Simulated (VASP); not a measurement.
# Sn3Te (Pm-3m) in VASP: single point with PBE

Aim: the single point of Sn3Te with PBE.

Everything below comes from runs of VASP 6.6.1. Logs are shortened: lines on timing, memory, paths and dates and some standing lists are left out, and cuts for length are marked.

## Step 1: The structure

The structure is cubic, space group Pm-3m (No. 221). Conventional cell: a = 4.866 Å, b = 4.866 Å, c = 4.866 Å, α = 90.00°, β = 90.00°, γ = 90.00°. Sn (site symmetry 4/mmm) has 8 Sn at 3.44 Å and 4 Te at 3.44 Å as nearest neighbours. Te (site symmetry m-3m) is surrounded by 12 Sn at 3.44 Å.

The cell comes from a database or a generator and needn't be the stable form of this composition.

## Step 2: Single point, PBE

Input file INCAR:

```
SYSTEM = Sn3Te
PREC     = Accurate       ! precision mode
ENCUT    = 520            ! plane-wave cutoff, eV
EDIFF    = 1E-6           ! SCF threshold, eV
ISMEAR   = 1              ! smearing method
SIGMA    = 0.1            ! smearing width, eV
LREAL    = .False.        ! projectors in reciprocal space
LASPH    = .True.         ! aspherical terms in the spheres
NELM     = 100            ! most SCF steps
ALGO     = Normal         ! electronic algorithm
ISIF     = 2              ! what is computed and relaxed
LWAVE    = .False.        ! write WAVECAR
LCHARG   = .False.        ! write CHGCAR
GGA      = PE             ! functional
NBANDS   = 32             ! bands
```

Input file KPOINTS:

```
Automatic mesh
0
Gamma
  5 5 5
  0 0 0
```

Input file POSCAR:

```
Sn3Te
1.0
    4.8656220000      0.0000000000      0.0000000000
    0.0000000000      4.8656220000      0.0000000000
    0.0000000000      0.0000000000      4.8656220000
Sn Te
3 1
Direct
    0.5000000000      0.5000000000      0.0000000000
    0.5000000000      0.0000000000      0.5000000000
    0.0000000000      0.5000000000      0.5000000000
    0.0000000000      0.0000000000      0.0000000000
```

Potentials or basis: VASP PAW PBE potentials, release 64 (Sn_d, Te).

The run is started by

```console
> cat potpaw_PBE.64/Sn_d/POTCAR potpaw_PBE.64/Te/POTCAR > POTCAR
> mpirun -np 1 vasp_std > vasp.out
```

OUTCAR:

```text
SYSTEM = Sn3Te
   PREC = Accurate
   ENCUT = 520
   EDIFF = 1E-6
   ISMEAR = 1
   LREAL = .False.
   LASPH = .True.
   NELM = 100
   ISIF = 2
   GGA = PE

 ion  position               nearest neighbor table
   1  0.500  0.500  0.000-   2 3.44   3 3.44   4 3.44   2 3.44   3 3.44   2 3.44   4 3.44   2 3.44
                             3 3.44   4 3.44   3 3.44   4 3.44
   2  0.500  0.000  0.500-   1 3.44   3 3.44   4 3.44   1 3.44   4 3.44   1 3.44   3 3.44   1 3.44
                             3 3.44   4 3.44   4 3.44   3 3.44
   3  0.000  0.500  0.500-   1 3.44   2 3.44   4 3.44   1 3.44   4 3.44   2 3.44   4 3.44   4 3.44
                             1 3.44   2 3.44   1 3.44   2 3.44
   4  0.000  0.000  0.000-   1 3.44   2 3.44   3 3.44   2 3.44   3 3.44   1 3.44   3 3.44   3 3.44
                             1 3.44   2 3.44   2 3.44   1 3.44

  LATTYP: Found a simple cubic cell.
 ALAT       =     4.8656220000

  Lattice vectors:

 A1 = (   4.8656220000,   0.0000000000,   0.0000000000)
 A2 = (   0.0000000000,   4.8656220000,   0.0000000000)
 A3 = (   0.0000000000,   0.0000000000,   4.8656220000)

Analysis of symmetry for initial positions (statically):
=====================================================================
 Subroutine PRICEL returns:
 Original cell was already a primitive cell.

 Routine SETGRP: Setting up the symmetry group for a
 simple cubic supercell.

 Subroutine GETGRP returns: Found 48 space group operations
 (whereof 48 operations were pure point group operations)
 out of a pool of 48 trial point group operations.

The static configuration has the point symmetry O_h .

Analysis of symmetry for dynamics (positions and initial velocities):
=====================================================================
 Subroutine PRICEL returns:
 Original cell was already a primitive cell.

 Routine SETGRP: Setting up the symmetry group for a
 simple cubic supercell.

 Subroutine GETGRP returns: Found 48 space group operations
 (whereof 48 operations were pure point group operations)
 out of a pool of 48 trial point group operations.

The dynamic configuration has the point symmetry O_h .

 Subroutine INISYM returns: Found 48 space group operations
 (whereof 48 operations are pure point group operations),
 and found     1 'primitive' translations

----------------------------------------------------------------------------------------

                                     Primitive cell

  volume of cell :     115.1901

  direct lattice vectors                    reciprocal lattice vectors
[... 78 lines left out ...]
   EDIFFG = 0.1E-04   stopping-criterion for IOM
   NSW    =      0    number of steps for IOM
   IBRION =     -1    ionic relax: 0-MD 1-quasi-New 2-CG
   NFREE  =      0    steps in history (QN), initial steepest desc. (CG)
   ISIF   =      2    stress and relaxation
   ISYM   =      2    0-nonsym 1-usesym 2-fastsym
   POTIM  = 0.5000    time-step for ionic-motion
   TEBEG  =    0.0;   TEEND  =   0.0 temperature during run
   PSTRESS=    0.0 pullay stress
   NELECT =      48.0000    total number of electrons
   NUPDOWN=      -1.0000    fix difference up-down
   EMIN   =  10.00;   EMAX   =-10.00  energy-range for DOS
   EFERMI =   0.00;   METHOD = LEGACY
   ISMEAR =     1;   SIGMA  =   0.10  broadening in eV -4-tet -1-fermi 0-gaus
   EFERMI_NEDOS =   21; number of points for ismear=-14 and -15
   IALGO  =     38    algorithm
   IMIX   =      4    mixing-type and parameters
     AMIX     =   0.40;   BMIX     =  1.00
     AMIX_MAG =   1.60;   BMIX_MAG =  1.00
  volume/ion in A,a.u.               =      28.80       194.34
  Fermi-wavevector in a.u.,A,eV,Ry     =   1.222785  2.310729 20.343484  1.495204
  Thomas-Fermi vector in A             =   2.357920
   LORBIT       =      0    0 simple, 1 ext, 2 COOP (PROOUT), +10 PAW based schemes
   GGA     = PE    functional components
   LHFCALC =     F    Hartree Fock is set to
   AEXX    =    0.0000 exact exchange contribution
   IVDW    =     0    specifies the selected vdW correction
   LEPSILON=     F    determine dielectric tensor
   LRPA    =     F    only Hartree local field effects (RPA)
 non-spin polarized calculation
 Methfessel and Paxton  Order N= 1 SIGMA  =   0.10
  energy-cutoff  :      520.00
  volume of cell :      115.19
 maximum number of plane-waves:      3116
   NGX = 19   NGY = 19   NGZ = 19

 number of electron      48.0000021 magnetization

 Free energy of the ion-electron system (eV)
  ---------------------------------------------------
  ext. energy  EPLUGINS =         0.00000000
  ---------------------------------------------------
  free energy    TOTEN  =       -14.23066826 eV

  energy without entropy =      -14.22684619  energy(sigma->0) =      -14.22939424

 E-fermi :   7.6160     XC(G=0): -10.0629

 val. band max:        7.6058587462   @ k =   0.4000   0.2000   0.2000
 cond. band min:       7.6514058558   @ k =   0.4000   0.4000   0.0000
 fundamental gap:      0.0455471096
 Fermi energy:         7.6159977358

 k-point     1 :       0.0000    0.0000    0.0000
  band No.  band energies     occupation
      1     -14.0608      2.00000
      2     -14.0608      2.00000
      3     -14.0608      2.00000
      4     -14.0489      2.00000
      5     -14.0489      2.00000
      6     -14.0150      2.00000
[... 339 lines left out ...]
     31      12.8555      0.00000
     32      15.3875      0.00000

------------------------ aborting loop because EDIFF is reached ----------------------------------------

  FORCE on cell =-STRESS in cart. coord.  units (eV):
  Direction    XX          YY          ZZ          XY          YZ          ZX
  --------------------------------------------------------------------------------------
  -------------------------------------------------------------------------------------
  Total        0.5603892      0.5603892      0.5603892      0.0000000      0.0000000     -0.0000000
  in kB        7.7944453      7.7944453      7.7944453      0.0000000      0.0000000     -0.0000000
  external PRESSURE =       7.7944453 kB  Pullay stress =       0.0000000 kB

 VOLUME and BASIS-vectors are now :
 -----------------------------------------------------------------------------
  energy-cutoff  :      520.00
  volume of cell :      115.19
      direct lattice vectors                 reciprocal lattice vectors
     4.865622000  0.000000000  0.000000000     0.205523569  0.000000000  0.000000000
     0.000000000  4.865622000  0.000000000     0.000000000  0.205523569  0.000000000
     0.000000000  0.000000000  4.865622000     0.000000000  0.000000000  0.205523569

 POSITION                                       TOTAL-FORCE (eV/Angst)
 -----------------------------------------------------------------------------------
      2.43281      2.43281      0.00000         0.000000      0.000000      0.000000
      2.43281      0.00000      2.43281         0.000000      0.000000      0.000000
      0.00000      2.43281      2.43281         0.000000      0.000000      0.000000
      0.00000      0.00000      0.00000         0.000000      0.000000      0.000000
 -----------------------------------------------------------------------------------
    total drift:                                0.000000      0.000000      0.000000

  FREE ENERGIE OF THE ION-ELECTRON SYSTEM (eV)
  ---------------------------------------------------
  free  energy   TOTEN  =       -14.2306682592 eV

  energy  without entropy=      -14.2268461938  energy(sigma->0) =      -14.22939424
```

Wall time 17 s (1 thread of AMD EPYC 9R14 (Zen 4), shared host); peak memory 0.18 GiB.

Results:

```
Free energy            : -14.2307 eV
Pressure               : 0.8 GPa
Band gap on the k mesh : none (metal or under the smearing width)
```

Levels at points of the mesh, in eV from the Fermi level:
```csv
k point,band 22,band 23,band 24,band 25,band 26,band 27
"(0.00, 0.00, 0.00)",-4.15,0.45,0.45,0.45,1.92,1.92
```
